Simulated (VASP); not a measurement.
# CdS (Fm-3m) in VASP: further runs, part 3 of 3

VASP 6.6.1. Earlier steps stand in the parts before.

### 5 Relaxation of the atoms, PBEsol (volume scaled by 1.15)

Contents of INCAR:

```
PREC     = Accurate       # precision mode
ENCUT    = 250            # plane-wave cutoff, eV
EDIFF    = 1E-6           # SCF threshold, eV
ISMEAR   = 0              # smearing method
SIGMA    = 0.1            # smearing width, eV
LREAL    = False          # projectors in reciprocal space
LASPH    = True           # aspherical terms in the spheres
NELM     = 80             # most SCF steps
ALGO     = Fast           # electronic algorithm
ISIF     = 2              # what is computed and relaxed
LWAVE    = False          # write WAVECAR
LCHARG   = False          # write CHGCAR
GGA      = PS             # functional
IBRION   = 2              # ionic algorithm
NSW      = 40             # ionic steps
EDIFFG   = -0.005         # ionic threshold
```

Contents of KPOINTS:

```
regular mesh
0
Gamma
  8 8 8
```

Contents of POSCAR:

```
CdS
1.0
    0.0000000000      2.8845449761      2.8845449761
    2.8845449761      0.0000000000      2.8845449761
    2.8845449761      2.8845449761      0.0000000000
Cd S
1 1
Selective dynamics
Direct
    0.0000000000      0.0000000000      0.0000000000  F F F
    0.5000000000      0.5000000000      0.5000000000  T T T
```

Potentials or basis: VASP PAW PBE potentials, release 64 (Cd, S).

The run is started by

```console
$ cat potpaw_PBE.64/Cd/POTCAR potpaw_PBE.64/S/POTCAR > POTCAR
$ mpirun -np 1 vasp_std > vasp.out
```

OUTCAR:

```text
PREC = Accurate
   ENCUT = 250
   EDIFF = 1E-6
   ISMEAR = 0
   LREAL = False
   LASPH = True
   NELM = 80
   ISIF = 2
   GGA = PS
   IBRION = 2
   NSW = 40
   EDIFFG = -0.005

 ion  position               nearest neighbor table
   1  0.000  0.000  0.000-   2 2.88   2 2.88   2 2.88   2 2.88   2 2.88   2 2.88
   2  0.500  0.500  0.500-   1 2.88   1 2.88   1 2.88   1 2.88   1 2.88   1 2.88

  LATTYP: Found a face centered cubic cell.
 ALAT       =     5.7690899522

  Lattice vectors:

 A1 = (   0.0000000000,   2.8845449761,   2.8845449761)
 A2 = (   2.8845449761,   0.0000000000,   2.8845449761)
 A3 = (   2.8845449761,   2.8845449761,   0.0000000000)

Analysis of symmetry for initial positions (statically):
=====================================================================
 Subroutine PRICEL returns:
 Original cell was already a primitive cell.

 Routine SETGRP: Setting up the symmetry group for a
 face centered cubic supercell.

 Subroutine GETGRP returns: Found 48 space group operations
 (whereof 48 operations were pure point group operations)
 out of a pool of 48 trial point group operations.

The static configuration has the point symmetry O_h .

Analysis of symmetry for dynamics (positions and initial velocities):
=====================================================================
 Subroutine PRICEL returns:
 Original cell was already a primitive cell.

 Routine SETGRP: Setting up the symmetry group for a
 face centered cubic supercell.

 Subroutine GETGRP returns: Found 48 space group operations
 (whereof 48 operations were pure point group operations)
 out of a pool of 48 trial point group operations.

The dynamic configuration has the point symmetry O_h .

Analysis of constrained symmetry for selective dynamics:
=====================================================================
 Subroutine PRICEL returns:
 Original cell was already a primitive cell.

 Routine SETGRP: Setting up the symmetry group for a
 face centered cubic supercell.

 Subroutine GETGRP returns: Found 48 space group operations
 (whereof 48 operations were pure point group operations)
 out of a pool of 48 trial point group operations.

The constrained configuration has the point symmetry O_h .

 Subroutine INISYM returns: Found 48 space group operations
 (whereof 48 operations are pure point group operations),
 and found     1 'primitive' translations

----------------------------------------------------------------------------------------

                                     Primitive cell

  volume of cell :      48.0023

  direct lattice vectors                    reciprocal lattice vectors
     0.000000000  2.884544976  2.884544976    -0.173337564  0.173337564  0.173337564
     2.884544976  0.000000000  2.884544976     0.173337564 -0.173337564  0.173337564
     2.884544976  2.884544976  0.000000000     0.173337564  0.173337564 -0.173337564

  length of vectors
     4.079362626  4.079362626  4.079362626     0.300229468  0.300229468  0.300229468

  position of ions in fractional coordinates (direct lattice)
     0.000000000  0.000000000  0.000000000
[... 40 lines left out ...]
  0.125000  0.125000  0.000000      6.000000
[... 16 lines left out ...]
  0.500000  0.250000  0.125000     48.000000
 -0.375000  0.250000  0.125000     24.000000
 [... further k-points ...]
   k-points           NKPTS =     29   k-points in BZ     NKDIM =     29   number of bands    NBANDS=     13
   number of dos      NEDOS =    301   number of ions     NIONS =      2
   total plane-waves  NPLWV =  13824
   dimension x,y,z NGX =    24 NGY =   24 NGZ =   24
   dimension x,y,z NGXF=    48 NGYF=   48 NGZF=   48
   ions per type =               1   1
   NGX,Y,Z   is equivalent  to a cutoff of   9.78,  9.78,  9.78 a.u.
   NGXF,Y,Z  is equivalent  to a cutoff of  19.56, 19.56, 19.56 a.u.
 SYSTEM =  unknown system
   PREC   = accura    normal or accurate (medium, high low for compatibility)
   ISTART =      0    job   : 0-new  1-cont  2-samecut
   ICHARG =      2    charge: 1-file 2-atom 10-const
   ISPIN  =      1    spin polarized calculation?
   LNONCOLLINEAR =      F non collinear calculations
   LSORBIT =      F    spin-orbit coupling
   LASPH  =      T    aspherical Exc in radial PAW
   ENCUT  =  250.0 eV  18.37 Ry    4.29 a.u.   5.26  5.26  5.26*2*pi/ulx,y,z
   NELM   =     80;   NELMIN=  2; NELMDL= -5     # of ELM steps
   EDIFF  = 0.1E-05   stopping-criterion for ELM
   LREAL  =      F    real-space projection
   EDIFFG = -.5E-02   stopping-criterion for IOM
   NSW    =     40    number of steps for IOM
   IBRION =      2    ionic relax: 0-MD 1-quasi-New 2-CG
   NFREE  =      1    steps in history (QN), initial steepest desc. (CG)
   ISIF   =      2    stress and relaxation
   ISYM   =      2    0-nonsym 1-usesym 2-fastsym
   POTIM  = 0.5000    time-step for ionic-motion
   TEBEG  =    0.0;   TEEND  =   0.0 temperature during run
   PSTRESS=    0.0 pullay stress
   NELECT =      18.0000    total number of electrons
   NUPDOWN=      -1.0000    fix difference up-down
   EMIN   =  10.00;   EMAX   =-10.00  energy-range for DOS
   EFERMI =   0.00;   METHOD = LEGACY
   ISMEAR =     0;   SIGMA  =   0.10  broadening in eV -4-tet -1-fermi 0-gaus
   EFERMI_NEDOS =   21; number of points for ismear=-14 and -15
   IALGO  =     68    algorithm
   IMIX   =      4    mixing-type and parameters
     AMIX     =   0.40;   BMIX     =  1.00
     AMIX_MAG =   1.60;   BMIX_MAG =  1.00
  volume/ion in A,a.u.               =      24.00       161.97
  Fermi-wavevector in a.u.,A,eV,Ry     =   1.180534  2.230885 18.961890  1.393660
  Thomas-Fermi vector in A             =   2.316824
   LORBIT       =      0    0 simple, 1 ext, 2 COOP (PROOUT), +10 PAW based schemes
   GGA     = PS    functional components
   LHFCALC =     F    Hartree Fock is set to
   AEXX    =    0.0000 exact exchange contribution
   IVDW    =     0    specifies the selected vdW correction
   LEPSILON=     F    determine dielectric tensor
   LRPA    =     F    only Hartree local field effects (RPA)
 conjugate gradient relaxation of ions
 non-spin polarized calculation
 RMM-DIIS sequential band-by-band and
 Gauss-broadening in eV      SIGMA  =   0.10
  energy-cutoff  :      250.00
  volume of cell :       48.00
 maximum number of plane-waves:       445
 NGX is ok and might be reduce to    24
   NGX = 11   NGY = 11   NGZ = 11

 number of electron      18.0000004 magnetization

 Free energy of the ion-electron system (eV)
  ---------------------------------------------------
  ext. energy  EPLUGINS =         0.00000000
  ---------------------------------------------------
  free energy    TOTEN  =        -6.31010859 eV

  energy without entropy =       -6.30851793  energy(sigma->0) =       -6.30931326

 E-fermi :   1.5035     XC(G=0):  -9.8386

 val. band max:        1.4896659393   @ k =   0.5000   0.5000   0.0000
 cond. band min:       1.5404896486   @ k =   0.0000   0.0000   0.0000
 fundamental gap:      0.0508237092
 Fermi energy:         1.5034521294

 k-point     1 :       0.0000    0.0000    0.0000
  band No.  band energies     occupation
      1     -10.4706      2.00000
      2      -6.0065      2.00000
      3      -6.0065      2.00000
      4      -5.9982      2.00000
      5      -5.9982      2.00000
      6      -5.9982      2.00000
      7       0.9206      2.00000
      8       0.9206      2.00000
      9       0.9206      2.00000
     10       1.5405      0.60042
     11      10.5211      0.00000
     12      10.5211      0.00000
     13      10.5211      0.00000
[... 354 lines left out ...]
  band No.  band energies     occupation
      1      -9.6993      2.00000
      2      -6.1332      2.00000
      3      -6.0429      2.00000
      4      -6.0227      2.00000
      5      -5.8752      2.00000
      6      -5.8126      2.00000
      7      -2.3864      2.00000
      8      -0.0780      2.00000
      9       0.6655      2.00000
     10       4.7914      0.00000
     11       6.2570      0.00000
     12       8.3673      0.00000
     13       8.8216      0.00000

 [... further k-points ...]
[... 5 lines left out ...]
  --------------------------------------------------------------------------------------
  -------------------------------------------------------------------------------------
  Total       -4.8245441     -4.8245441     -4.8245441      0.0000000      0.0000000      0.0000000
  in kB     -161.0293056   -161.0293056   -161.0293056      0.0000000      0.0000000      0.0000000
  external PRESSURE =    -161.0293056 kB  Pullay stress =       0.0000000 kB

 VOLUME and BASIS-vectors are now :
 -----------------------------------------------------------------------------
  energy-cutoff  :      250.00
  volume of cell :       48.00
      direct lattice vectors                 reciprocal lattice vectors
     0.000000000  2.884544976  2.884544976    -0.173337564  0.173337564  0.173337564
     2.884544976  0.000000000  2.884544976     0.173337564 -0.173337564  0.173337564
     2.884544976  2.884544976  0.000000000     0.173337564  0.173337564 -0.173337564

 POSITION                                       TOTAL-FORCE (eV/Angst)
 -----------------------------------------------------------------------------------
      0.00000      0.00000      0.00000         0.000000      0.000000      0.000000
      2.88454      2.88454      2.88454         0.000000      0.000000      0.000000
 -----------------------------------------------------------------------------------
    total drift:                                0.000000     -0.000000     -0.000000

  FREE ENERGIE OF THE ION-ELECTRON SYSTEM (eV)
  ---------------------------------------------------
  free  energy   TOTEN  =        -6.3101085914 eV

  energy  without entropy=       -6.3085179318  energy(sigma->0) =       -6.30931326

 reached required accuracy - stopping structural energy minimisation
```

It took 5.1 s on 1 thread of AMD EPYC 9R45 (Zen 5), shared host; peak memory 0.1 GiB.

The run converged, but a check on its numbers failed (symmetry, net force, bounds or a known fault of this set-up), so they aren't taken as properties of the crystal.

Caveat: the cutoff lies under the usual one of these potentials, so the numbers hold a large basis-set error; the relaxation stopped at its first step, so nothing moved; the PAW data sets were made with another functional, which shifts forces and pressure a little.

### 6 Relaxation of cell and atoms, BEEF-vdW, non-collinear spin, random start

Contents of run.py:

```python
from ase.calculators.vasp import Vasp
from ase.io import read

atoms = read('CdS.cif')
atoms.set_initial_magnetic_moments([[-0.013, -0.022, -0.043], [0.0, 0.0, 0.0]])
calc = Vasp(
    directory='calc',
    xc='beef-vdw',
    pp='PBE',
    setups='recommended',
    prec='Accurate',
    encut=600,
    ediff=1e-06,
    ismear=0,
    sigma=0.05,
    lreal=False,
    lasph=True,
    nelm=100,
    algo='Normal',
    isif=3,
    lwave=False,
    lcharg=False,
    lnoncollinear=True,
    lorbit=11,
    ibrion=2,
    nsw=60,
    ediffg=-0.01,
    kpts=[6, 6, 6],
    gamma=True,
)
atoms.calc = calc

print('energy (eV):', atoms.get_potential_energy())
print('free energy (eV):', atoms.get_potential_energy(force_consistent=True))
print('forces (eV/A):')
print(atoms.get_forces())
print('stress (eV/A^3, Voigt):', atoms.get_stress())
print('Fermi level (eV):', calc.get_fermi_level())
print('cell (A, degrees):', atoms.cell.cellpar())
print('volume (A^3):', atoms.get_volume())
print('scaled positions:')
print(atoms.get_scaled_positions())
```

Contents of CdS.cif:

```cif
data_CdS
_cell_length_a 3.89367501
_cell_length_b 3.89367501
_cell_length_c 3.89367501
_cell_angle_alpha 60.00000000
_cell_angle_beta 60.00000000
_cell_angle_gamma 60.00000000
_space_group_name_H-M_alt 'P1'
_space_group_name_Hall 'P 1'
_space_group_IT_number 1
loop_
_space_group_symop_operation_xyz
'x,y,z'
loop_
_atom_site_label
_atom_site_type_symbol
_atom_site_symmetry_multiplicity
_atom_site_Wyckoff_symbol
_atom_site_fract_x
_atom_site_fract_y
_atom_site_fract_z
_atom_site_occupancy
Cd1 Cd 1 a 0.0000000000 0.0000000000 0.0000000000 1
S1 S 1 a 0.5000000000 0.5000000000 0.5000000000 1
```

Potentials or basis: VASP PAW PBE potentials, release 64 (Cd, S).

The run is started by

```console
$ python run.py
```

It took 7.2 min on 1 thread of AMD EPYC 9R45 (Zen 5), shared host; peak memory 0.7 GiB.

Results (log left out):

- Free energy: -1.1908 eV
- Relaxed volume: 21.31 Å³/atom
- Relaxed cell: a = 3.921 Å, b = 3.921 Å, c = 3.921 Å, α = 60.00°, β = 60.00°, γ = 60.00°
- Space group after relaxing (to 0.05 Å): Fm-3m (No. 225)
- Energy gained by relaxing: 2.0 meV/atom
- Ionic steps: 3
- Pressure after relaxing: 0.0 GPa
- Band gap on the k mesh: 0.37 eV, indirect (least direct gap 1.49 eV)
- Net moment: 0.00 μB per cell
- Valence electrons inside the program's atomic spheres: Cd 10.18; S 3.76

The path:
```
step  energy change (eV)  largest force (eV/Å)  pressure (GPa)  volume (Å³)
   1              0.0000                0.0000            1.49        41.74
   2             -0.0036                0.0000           -0.47        42.92
   3             -0.0040                0.0000            0.01        42.62
```

Final structure:
```
Cd S
1.0
     3.92086    0.00000    0.00000
     1.96043    3.39557    0.00000
     1.96043    1.13186    3.20137
Cd S
1 1
Direct
  0.00000 0.00000 0.00000
  0.50000 0.50000 0.50000
```

Levels at points of the mesh, in eV from the valence-band top:
| k point | band 16 | band 17 | band 18 | band 19 | band 20 | band 21 |
| --- | --- | --- | --- | --- | --- | --- |
| (0.00, 0.00, 0.00) | -0.61 | -0.61 | -0.61 | 0.88 | 0.88 | 9.42 |
| (0.50, 0.00, 0.00) | 0.00 | 0.00 | 0.00 | 3.82 | 3.82 | 6.12 |
| (0.00, 0.50, 0.00) | 0.00 | 0.00 | 0.00 | 3.82 | 3.82 | 6.12 |
| (0.00, 0.00, 0.50) | 0.00 | 0.00 | 0.00 | 3.82 | 3.82 | 6.12 |
| (0.50, 0.50, 0.50) | 0.00 | 0.00 | 0.00 | 3.82 | 3.82 | 6.12 |
| (0.50, 0.50, 0.00) | -1.88 | -1.88 | -1.88 | 0.37 | 0.37 | 6.39 |
| (0.00, 0.50, 0.50) | -1.88 | -1.88 | -1.88 | 0.37 | 0.37 | 6.39 |
| (0.50, 0.00, 0.50) | -1.88 | -1.88 | -1.88 | 0.37 | 0.37 | 6.39 |

Moments on the atoms (μB; x, y, z):
```
Cd  0.00 0.00 0.00
S   0.00 0.00 0.00
```

Caveat: the PAW data sets were made with another functional, which shifts forces and pressure a little. A k mesh can miss the band edges.

### 7 The reference run

An earlier run on the cell as given: functional PBE; potentials or basis VASP PAW PBE potentials, release 64 (Cd, S); cutoff 520 eV; k mesh 8 × 8 × 8; occupations fermi-dirac, width 0.05 eV; no spin polarisation.

- Pressure: -0.1 GPa
- Band gap on the k mesh: 0.26 eV, indirect (least direct gap 1.53 eV)

### 8 The runs side by side

```tsv
task	level	spin	cell	k mesh	cutoff (eV)	smearing	optimiser	gap on the mesh (eV)	pressure (GPa)	relaxed volume (Å³/atom)
relaxation of cell and atoms	PBEsol	SOC, no magnetisation	relaxed	6 × 6 × 6	600	fermi-dirac 0.05 eV	-	-	0.0	19.77
single point	PBEsol	off	as given	8 × 8 × 8	520	gaussian 0.1 eV	-	0.14	-4.0	-
relaxation of cell and atoms	BEEF-vdW	non-collinear, random start	relaxed	6 × 6 × 6	600	gaussian 0.05 eV	vasp	0.37	0.0	21.31
single point	PBE	off	as given	8 × 8 × 8	520	fermi-dirac 0.05 eV	-	0.26	-0.1	-
```

Alike in all rows: potentials or basis VASP PAW PBE potentials, release 64 (Cd, S).

Caveats: the PAW data sets were made with another functional, which shifts forces and pressure a little (some runs).

Absolute energies hang on the potentials; compare differences alone.
